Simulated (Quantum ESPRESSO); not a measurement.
# BeTe (F-43m) in Quantum ESPRESSO: a series of runs, part 4 of 4

Quantum ESPRESSO 7.5. The steps go on from the part before.

## (6) Dielectric tensor, BLYP

Input file pw.in:

```
&CONTROL
  calculation = 'scf'
  prefix = 'pwscf'
  outdir = './tmp'
  pseudo_dir = './pseudo'
  tprnfor = .true.
  tstress = .true.
  disk_io = 'low'
/
&SYSTEM
  ibrav = 0
  nat = 2
  ntyp = 2
  ecutwfc = 88
  nbnd = 16
  input_dft = 'blyp'
  occupations = 'smearing'
  smearing = 'fd'
  degauss = 0.00367493
/
&ELECTRONS
  conv_thr = 4d-10
  electron_maxstep = 120
  mixing_beta = 0.5
/
ATOMIC_SPECIES
Te   127.6000 Te.upf
Be     9.0122 Be.upf
CELL_PARAMETERS angstrom
   0.0000000000    2.7700000000    2.7700000000
   2.7700000000    0.0000000000    2.7700000000
   2.7700000000    2.7700000000    0.0000000000
ATOMIC_POSITIONS angstrom
Te     4.1550000000    4.1550000000    4.1550000000
Be     0.0000000000    0.0000000000    0.0000000000
K_POINTS automatic
6 6 6 1 1 1
```

Input file scf2.in:

```
&CONTROL
  calculation = 'scf'
  prefix = 'pwscf'
  outdir = './tmp'
  pseudo_dir = './pseudo'
  tprnfor = .true.
  tstress = .true.
  disk_io = 'low'
/
&SYSTEM
  ibrav = 0
  nat = 2
  ntyp = 2
  ecutwfc = 88
  nbnd = 16
  input_dft = 'blyp'
  occupations = 'fixed'
/
&ELECTRONS
  conv_thr = 1d-13
  electron_maxstep = 120
  mixing_beta = 0.5
  startingpot = 'file'
  startingwfc = 'file'
/
ATOMIC_SPECIES
Te   127.6000 Te.upf
Be     9.0122 Be.upf
CELL_PARAMETERS angstrom
   0.0000000000    2.7700000000    2.7700000000
   2.7700000000    0.0000000000    2.7700000000
   2.7700000000    2.7700000000    0.0000000000
ATOMIC_POSITIONS angstrom
Te     4.1550000000    4.1550000000    4.1550000000
Be     0.0000000000    0.0000000000    0.0000000000
K_POINTS automatic
6 6 6 1 1 1
```

Input file ph.in:

```
dielectric of BeTe
&INPUTPH
  prefix = 'pwscf'
  outdir = './tmp'
  tr2_ph = 1d-18
  fildyn = 'dyn'
  niter_ph = 90
  alpha_mix(1) = 0.7
  epsil = .true.
  trans = .false.
  zeu = .true.
/
0.0000000000 0.0000000000 0.0000000000
```

Potentials or basis: PseudoDojo 0.4.1 SR PBE standard.

Started as:

```bash
> OMP_NUM_THREADS=1 pw.x -in pw.in > pw.out
> OMP_NUM_THREADS=1 pw.x -in scf2.in > scf2.out
> OMP_NUM_THREADS=1 ph.x -in ph.in > ph.out
```

pw.out:

```text
This program is part of the open-source Quantum ESPRESSO suite
     for quantum simulation of materials; please cite
         "P. Giannozzi et al., J. Phys.:Condens. Matter 21 395502 (2009);
         "P. Giannozzi et al., J. Phys.:Condens. Matter 29 465901 (2017);
         "P. Giannozzi et al., J. Chem. Phys. 152 154105 (2020);
     in publications or presentations arising from this work. More details at

     IMPORTANT: XC functional enforced from input :
     Exchange-correlation= BLYP
                           (   1   3   1   3   0   0   0)
     Any further DFT definition will be discarded
     Please, verify this is what you really want

     Message from routine setup:
     using ibrav=0 with symmetry is DISCOURAGED, use correct ibrav instead

     G-vector sticks info
     --------------------
     sticks:   dense  smooth     PW     G-vecs:    dense   smooth      PW
     Sum        1333    1333    385                31951    31951    5065

     Using Slab Decomposition

     bravais-lattice index     =            0
     lattice parameter (alat)  =       7.4028  a.u.
     unit-cell volume          =     286.8573 (a.u.)^3
     number of atoms/cell      =            2
     number of atomic types    =            2
     number of electrons       =        20.00
     number of Kohn-Sham states=           16
     kinetic-energy cutoff     =      88.0000  Ry
     charge density cutoff     =     352.0000  Ry
     scf convergence threshold =      4.0E-10
     mixing beta               =       0.5000
     number of iterations used =            8  plain     mixing
     Exchange-correlation= BLYP
                           (   1   3   1   3   0   0   0)

[... 93 lines left out ...]

     Davidson diagonalization with overlap
     ethr =  2.29E-04,  avg # of iterations =  3.2

     total energy              =    -237.26933537 Ry
     estimated scf accuracy    <       0.04639831 Ry
[... 50 lines left out ...]
     iteration #  9     ecut=    88.00 Ry     beta= 0.50
     Davidson diagonalization with overlap
     ethr =  3.11E-12,  avg # of iterations =  2.0

     End of self-consistent calculation

          k = 0.0589 0.0589 0.0589 (  3951 PWs)   bands (ev):

   -91.8477 -27.4324 -27.4323 -27.4323 -27.4167 -27.4167  -3.7292   8.1069
     8.6741   8.6741  12.6130  12.7098  12.7098  13.7167  17.8371  18.9202
[... 73 lines left out ...]
   -91.8477 -27.4340 -27.4248 -27.4247 -27.4190 -27.4136  -1.9071   3.6684
     5.8262   6.1198  11.1669  11.9755  18.4277  18.4387  20.4974  22.1475

          k =-0.5303 0.1768-0.0589 (  4009 PWs)   bands (ev):

   -91.8477 -27.4326 -27.4268 -27.4258 -27.4181 -27.4144  -2.1860   4.1152
     5.7332   6.3614  12.0381  13.3469  15.7244  17.2962  19.9164  20.9698

          k =-0.4125 0.0589 0.0589 (  4005 PWs)   bands (ev):
[... 51 lines left out ...]
   -91.8477 -27.4300 -27.4287 -27.4281 -27.4161 -27.4156  -2.2383   3.3893
     6.2333   7.2696  12.5758  14.2120  14.4946  17.3342  18.6695  19.5491

     the Fermi energy is    10.0699 ev

!    total energy              =    -237.27142326 Ry
     estimated scf accuracy    <          2.3E-12 Ry
     smearing contrib. (-TS)   =      -0.00000000 Ry
     internal energy E=F+TS    =    -237.27142326 Ry

     The total energy is F=E-TS. E is the sum of the following terms:
     one-electron contribution =    -113.72888609 Ry
     hartree contribution      =      59.15919764 Ry
     xc contribution           =     -53.77637209 Ry
     ewald contribution        =    -128.92536272 Ry

     convergence has been achieved in   9 iterations

     Forces acting on atoms (cartesian axes, Ry/au):

     atom    1 type  1   force =     0.00000000   -0.00000000   -0.00000000
     atom    2 type  2   force =    -0.00000000    0.00000000    0.00000000

     Total force =     0.000000     Total SCF correction =     0.000000

     Computing stress (Cartesian axis) and pressure

          total   stress  (Ry/bohr**3)                   (kbar)     P=       71.71
   0.00048748  -0.00000000  -0.00000000           71.71       -0.00       -0.00
  -0.00000000   0.00048748  -0.00000000           -0.00       71.71       -0.00
  -0.00000000  -0.00000000   0.00048748           -0.00       -0.00       71.71

=------------------------------------------------------------------------------=
   JOB DONE.
=------------------------------------------------------------------------------=
```

scf2.out:

```text
This program is part of the open-source Quantum ESPRESSO suite
     for quantum simulation of materials; please cite
         "P. Giannozzi et al., J. Phys.:Condens. Matter 21 395502 (2009);
         "P. Giannozzi et al., J. Phys.:Condens. Matter 29 465901 (2017);
         "P. Giannozzi et al., J. Chem. Phys. 152 154105 (2020);
[... 295 lines left out ...]
   0.00000000   0.00048748   0.00000000            0.00       71.71        0.00
   0.00000000   0.00000000   0.00048748            0.00        0.00       71.71

=------------------------------------------------------------------------------=
   JOB DONE.
=------------------------------------------------------------------------------=
```

Wall time 5.5 min (1 thread of Arm Neoverse V1, shared host); peak memory 0.09 GiB.

Results:

* Free energy: -3228.2422 eV
* Pressure: 7.2 GPa
* Electronic dielectric tensor (diagonal): 7.15
* Born charges (mean of the diagonal): Te -1.26; Be +1.26 e

Levels at points of the mesh, in eV from the valence-band top:
| k point | band 6 | band 7 | band 8 | band 9 | band 10 | band 11 | band 12 | band 13 | band 14 | band 15 |
| --- | --- | --- | --- | --- | --- | --- | --- | --- | --- | --- |
| (0.08, 0.08, 0.08) | -36.09 | -12.40 | -0.57 | 0.00 | 0.00 | 3.94 | 4.04 | 4.04 | 5.04 | 9.16 |

Electronic dielectric tensor:
```
7.15 0.00 0.00
0.00 7.15 0.00
0.00 0.00 7.15
```

Born effective charge tensors (e):
atom 1, Te
```
-1.26  0.00  0.00
 0.00 -1.26  0.00
 0.00  0.00 -1.26
```
atom 2, Be
```
1.26 0.00 0.00
0.00 1.26 0.00
0.00 0.00 1.26
```

Caveat: the potentials were made for another functional, which shifts forces and pressure; the cell is more than 3 GPa from zero pressure, which shifts response properties. The run has no spin-orbit coupling, so splittings on Te are missing.

## (7) Dielectric tensor, AM05

Edit pw.in of step 6 so:

```diff
@@ -15,3 +15,3 @@
   nbnd = 16
-  input_dft = 'blyp'
+  input_dft = 'XC-000I-000I-120L-135L-000I-000I'
   occupations = 'smearing'
```

Edit scf2.in of step 6 so:

```diff
@@ -15,3 +15,3 @@
   nbnd = 16
-  input_dft = 'blyp'
+  input_dft = 'XC-000I-000I-120L-135L-000I-000I'
   occupations = 'fixed'
```

ph.in is that of step 6.

Potentials or basis: PseudoDojo 0.4.1 SR PBE standard.

Started as:

```bash
> OMP_NUM_THREADS=1 pw.x -in pw.in > pw.out
> OMP_NUM_THREADS=1 pw.x -in scf2.in > scf2.out
> OMP_NUM_THREADS=1 ph.x -in ph.in > ph.out
```

pw.out:

```text
This program is part of the open-source Quantum ESPRESSO suite
     for quantum simulation of materials; please cite
         "P. Giannozzi et al., J. Phys.:Condens. Matter 21 395502 (2009);
         "P. Giannozzi et al., J. Phys.:Condens. Matter 29 465901 (2017);
         "P. Giannozzi et al., J. Chem. Phys. 152 154105 (2020);
     in publications or presentations arising from this work. More details at

     IMPORTANT: XC functional enforced from input :
     Exchange-correlation= XC-000I-000I-120L-135L-000I-000I
                           (   0   0 120 135   0   0   0)
     Any further DFT definition will be discarded
     Please, verify this is what you really want

     Message from routine setup:
     using ibrav=0 with symmetry is DISCOURAGED, use correct ibrav instead

     G-vector sticks info
     --------------------
     sticks:   dense  smooth     PW     G-vecs:    dense   smooth      PW
     Sum        1333    1333    385                31951    31951    5065

     Using Slab Decomposition

     bravais-lattice index     =            0
     lattice parameter (alat)  =       7.4028  a.u.
     unit-cell volume          =     286.8573 (a.u.)^3
     number of atoms/cell      =            2
     number of atomic types    =            2
     number of electrons       =        20.00
     number of Kohn-Sham states=           16
     kinetic-energy cutoff     =      88.0000  Ry
     charge density cutoff     =     352.0000  Ry
     scf convergence threshold =      4.0E-10
     mixing beta               =       0.5000
     number of iterations used =            8  plain     mixing
     Exchange-correlation= XC-000I-000I-120L-135L-000I-000I
                           (   0   0 120 135   0   0   0)

     celldm(1)=   7.402759  celldm(2)=   0.000000  celldm(3)=   0.000000
     celldm(4)=   0.000000  celldm(5)=   0.000000  celldm(6)=   0.000000

[... 8 lines left out ...]
               b(3) = (  0.707107  0.707107 -0.707107 )

     PseudoPot. # 1 for Te read from file:
     Te.upf
     Pseudo is Norm-conserving + core correction, Zval = 16.0
     Generated using ONCVPSP code by D. R. Hamann
     Using radial grid of 1294 points,  6 beta functions with:
                l(1) =   0
                l(2) =   0
                l(3) =   1
                l(4) =   1
                l(5) =   2
                l(6) =   2

     PseudoPot. # 2 for Be read from file:
     Be.upf
     Pseudo is Norm-conserving, Zval =  4.0
     Generated using ONCVPSP code by D. R. Hamann
     Using radial grid of 1358 points,  4 beta functions with:
                l(1) =   0
                l(2) =   0
                l(3) =   1
                l(4) =   1

     atomic species   valence    mass     pseudopotential
     Te               16.00   127.60000     Te( 1.00)
     Be                4.00     9.01220     Be( 1.00)

     24 Sym. Ops. (no inversion) found

   Cartesian axes

     site n.     atom                  positions (alat units)
         1        Te     tau(   1) = (   1.0606602   1.0606602   1.0606602  )
         2        Be     tau(   2) = (   0.0000000   0.0000000   0.0000000  )

     number of k points=    28  Fermi-Dirac smearing, width (Ry)=  0.0037
                       cart. coord. in units 2pi/alat
        k(    1) = (   0.0589256   0.0589256   0.0589256), wk =   0.0185185
        k(    2) = (   0.1767767   0.1767767  -0.0589256), wk =   0.0555556
        k(    3) = (   0.2946278   0.2946278  -0.1767767), wk =   0.0555556
        k(    4) = (  -0.2946278  -0.2946278   0.4124790), wk =   0.0555556
        k(    5) = (  -0.1767767  -0.1767767   0.2946278), wk =   0.0555556
        k(    6) = (  -0.0589256  -0.0589256   0.1767767), wk =   0.0555556
[... 20 lines left out ...]
        k(   27) = (   0.2946278   0.2946278   0.2946278), wk =   0.0185185
        k(   28) = (  -0.2946278  -0.2946278   0.8838835), wk =   0.0555556

     Dense  grid:    31951 G-vectors     FFT dimensions: (  45,  45,  45)

     WARNING: libxc functional with ID  120 depends
      on external parameters: check the user_guide of
      QE if you need to modify them or to check their
      default values.

     WARNING: libxc functional with ID  135 depends
      on external parameters: check the user_guide of
      QE if you need to modify them or to check their
      default values.

     Initial potential from superposition of free atoms

     starting charge      19.9996, renormalised to      20.0000
     Starting wfcs are   11 randomized atomic wfcs +    5 random wfcs

     Self-consistent Calculation

     iteration #  1     ecut=    88.00 Ry     beta= 0.50
     Davidson diagonalization with overlap
     ethr =  1.00E-02,  avg # of iterations =  5.5

     Threshold (ethr) on eigenvalues was too large:
     Diagonalizing with lowered threshold

     Davidson diagonalization with overlap
     ethr =  1.80E-04,  avg # of iterations =  3.2

     total energy              =    -236.87373032 Ry
     estimated scf accuracy    <       0.03683253 Ry
[... 43 lines left out ...]
     iteration #  8     ecut=    88.00 Ry     beta= 0.50
     Davidson diagonalization with overlap
     ethr =  5.67E-12,  avg # of iterations =  2.2

     End of self-consistent calculation

          k = 0.0589 0.0589 0.0589 (  3951 PWs)   bands (ev):

   -91.0506 -27.8304 -27.8303 -27.8303 -27.8154 -27.8154  -4.2061   7.6661
     8.2617   8.2617  12.0628  12.1831  12.1831  13.1606  17.1651  18.2644

          k = 0.1768 0.1768-0.0589 (  3988 PWs)   bands (ev):

   -91.0506 -27.8298 -27.8292 -27.8287 -27.8155 -27.8148  -3.8458   5.7693
     7.1957   8.0406  12.2641  12.5390  13.0107  14.8391  16.9147  17.6649

          k = 0.2946 0.2946-0.1768 (  3987 PWs)   bands (ev):

   -91.0506 -27.8284 -27.8275 -27.8274 -27.8148 -27.8143  -3.1264   3.4115
     6.7236   7.3969  12.0504  13.0770  13.1723  16.2655  17.8133  18.2798

          k =-0.2946-0.2946 0.4125 (  3996 PWs)   bands (ev):
[... 16 lines left out ...]
   -91.0506 -27.8309 -27.8275 -27.8275 -27.8162 -27.8142  -3.6693   5.6482
     6.9456   7.0308  11.3950  13.4084  14.1470  14.2352  17.0929  18.8351

          k = 0.4125 0.1768-0.0589 (  4008 PWs)   bands (ev):

   -91.0506 -27.8303 -27.8261 -27.8255 -27.8162 -27.8135  -3.0730   4.1400
     5.8180   6.5951  11.7417  13.3898  14.0622  15.4274  18.6968  19.5093

          k =-0.1768-0.4125 0.5303 (  4003 PWs)   bands (ev):
[... 6 lines left out ...]
   -91.0506 -27.8283 -27.8270 -27.8256 -27.8154 -27.8140  -2.8617   3.6460
     5.2392   6.8278  12.6086  13.1357  14.6331  15.4287  17.9178  18.6828

          k = 0.0589-0.1768 0.2946 (  3985 PWs)   bands (ev):

   -91.0506 -27.8299 -27.8276 -27.8275 -27.8157 -27.8142  -3.5138   4.8757
     6.4874   7.4837  12.1443  13.0263  13.9592  14.4889  17.2991  18.5668

          k = 0.5303 0.0589 0.0589 (  4013 PWs)   bands (ev):
[... 6 lines left out ...]
   -91.0506 -27.8307 -27.8239 -27.8226 -27.8171 -27.8127  -2.3092   3.2931
     4.8220   5.5346  11.1826  12.3974  16.4387  17.4619  19.2228  20.8577

          k = 0.0589-0.4125 0.5303 (  4008 PWs)   bands (ev):

   -91.0506 -27.8284 -27.8260 -27.8237 -27.8158 -27.8138  -2.4060   3.3716
     4.3975   6.0803  11.8396  14.5677  15.4206  15.9793  17.2081  19.2666

          k = 0.1768-0.2946 0.4125 (  3992 PWs)   bands (ev):

   -91.0506 -27.8282 -27.8271 -27.8262 -27.8150 -27.8140  -2.8260   3.0253
     6.1274   6.8893  12.3217  12.8344  14.0681  16.0707  18.2227  19.3711

          k =-0.6482 0.0589 0.0589 (  4006 PWs)   bands (ev):

   -91.0506 -27.8320 -27.8226 -27.8225 -27.8177 -27.8122  -2.3284   3.1453
     5.3267   5.6372  10.4566  11.3527  18.0023  18.0110  20.0896  21.5651

          k =-0.5303 0.1768-0.0589 (  4009 PWs)   bands (ev):

   -91.0506 -27.8306 -27.8247 -27.8237 -27.8168 -27.8130  -2.6183   3.5990
     5.2266   5.8731  11.3885  12.7240  15.2061  16.8420  19.4395  20.4067

          k =-0.4125 0.0589 0.0589 (  4005 PWs)   bands (ev):

   -91.0506 -27.8314 -27.8255 -27.8254 -27.8168 -27.8133  -3.1931   4.6223
     6.2081   6.3154  10.9743  12.5281  15.3756  15.5663  18.5473  19.9879

          k = 0.1768 0.1768 0.1768 (  3984 PWs)   bands (ev):
[... 31 lines left out ...]
   -91.0506 -27.8286 -27.8260 -27.8226 -27.8164 -27.8134  -2.2898   3.5011
     4.4334   5.2975  12.5847  13.8839  14.5625  15.8953  18.8388  20.8627

          k =-0.7660 0.1768 0.1768 (  4005 PWs)   bands (ev):

   -91.0506 -27.8299 -27.8241 -27.8236 -27.8165 -27.8132  -2.3379   3.3534
     4.3738   6.0214  11.0511  13.7671  16.3542  16.5202  18.2016  19.4188

          k = 0.2946 0.2946 0.2946 (  3975 PWs)   bands (ev):
[... 6 lines left out ...]
   -91.0506 -27.8279 -27.8267 -27.8260 -27.8147 -27.8142  -2.6690   2.8364
     5.7456   6.8202  11.9626  13.6548  13.9408  16.7771  18.0602  18.9471

     the Fermi energy is     9.4165 ev

!    total energy              =    -236.87547454 Ry
     estimated scf accuracy    <          7.4E-11 Ry
     smearing contrib. (-TS)   =      -0.00000000 Ry
     internal energy E=F+TS    =    -236.87547454 Ry

     The total energy is F=E-TS. E is the sum of the following terms:
     one-electron contribution =    -113.43726201 Ry
     hartree contribution      =      58.80707228 Ry
     xc contribution           =     -53.31992209 Ry
     ewald contribution        =    -128.92536272 Ry

     convergence has been achieved in   8 iterations

     Forces acting on atoms (cartesian axes, Ry/au):

     atom    1 type  1   force =     0.00000000   -0.00000000   -0.00000000
     atom    2 type  2   force =    -0.00000000    0.00000000    0.00000000

     Total force =     0.000000     Total SCF correction =     0.000000

     Computing stress (Cartesian axis) and pressure

          total   stress  (Ry/bohr**3)                   (kbar)     P=       28.55
   0.00019410  -0.00000000   0.00000000           28.55       -0.00        0.00
  -0.00000000   0.00019410   0.00000000           -0.00       28.55        0.00
   0.00000000   0.00000000   0.00019410            0.00        0.00       28.55

=------------------------------------------------------------------------------=
   JOB DONE.
=------------------------------------------------------------------------------=
```

Run time: 5.4 min. Hardware: 1 thread of Arm Neoverse V1, shared host; peak memory 0.09 GiB.

What came out:

```
Free energy                             : -3222.8550 eV
Pressure                                : 2.9 GPa
Electronic dielectric tensor (diagonal) : 7.48
Born charges (mean of the diagonal)     : Te -1.23; Be +1.23 e
```

Electronic dielectric tensor:
```
7.48 0.00 0.00
0.00 7.48 0.00
0.00 0.00 7.48
```

Born effective charge tensors (e):
atom 1, Te
```
-1.23  0.00  0.00
 0.00 -1.23  0.00
 0.00  0.00 -1.23
```
atom 2, Be
```
1.23 0.00 0.00
0.00 1.23 0.00
0.00 0.00 1.23
```

Caveat: the potentials were made for another functional, which shifts forces and pressure.

## (8) The runs side by side

| level | potentials or basis | form of the LDA correlation | pressure (GPa) |
| --- | --- | --- | --- |
| LDA | PseudoDojo 0.4.1 SR LDA standard | PW92 | 0.6 |
| PBE | PseudoDojo 0.4.1 SR PBE standard | - | 4.4 |
| PBEsol | PseudoDojo 0.4.1 SR PBEsol standard | - | 2.4 |
| WC | PseudoDojo 0.4.1 SR PBE standard | - | 2.8 |
| BLYP | PseudoDojo 0.4.1 SR PBE standard | - | 7.2 |
| AM05 | PseudoDojo 0.4.1 SR PBE standard | - | 2.9 |

Alike in all rows: task dielectric tensor; no spin polarisation; cell as given; k mesh 6 × 6 × 6, shifted; cutoff (eV) 1197; smearing fermi-dirac 0.05 eV.

Caveats: the potentials were made for another functional, which shifts forces and pressure (some runs); the cell is more than 3 GPa from zero pressure, which shifts response properties (some runs).

Total energies depend on the potentials used, so only differences within one code and one set of settings carry meaning.
